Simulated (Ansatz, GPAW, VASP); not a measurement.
## One calculation of Mg, 3 ways

```
CELL_PARAMETERS angstrom
3.20930 0.00000 0.00000
-1.60465 2.77934 0.00000
0.00000 0.00000 5.21030
ATOMIC_POSITIONS crystal
Mg 0.66667 0.33333 0.75000
Mg 0.33333 0.66667 0.25000
```

Alike in all runs: task single point; functional PBE; k mesh 10 × 10 × 5; occupations gaussian, width 0.014 eV; no spin polarisation; no spin-orbit coupling. Pressure is positive in compression and, in plane waves, holds the error of the finite cutoff.

```tsv
program and potentials	plane-wave cutoff (eV)	notes	pressure (GPa)
GPAW, GPAW PAW data sets (gpaw-data 1.2.1)	800	10 valence electrons an atom on average	-0.53
Ansatz, all-electron LAPW, scalar-relativistic	-	-	-0.47
VASP, PBE PAW files Mg, 520 eV	520	2 valence electrons an atom on average	-0.58
```

The pressure spans -0.58 (VASP, PBE PAW files Mg, 520 eV) to -0.47 GPa (Ansatz, all-electron LAPW, scalar-relativistic), with all-electron results at -0.47.

The functional is the same throughout but for its coding, so the spread measures potentials, basis and numerics; runs on potential files found faulty are left out.
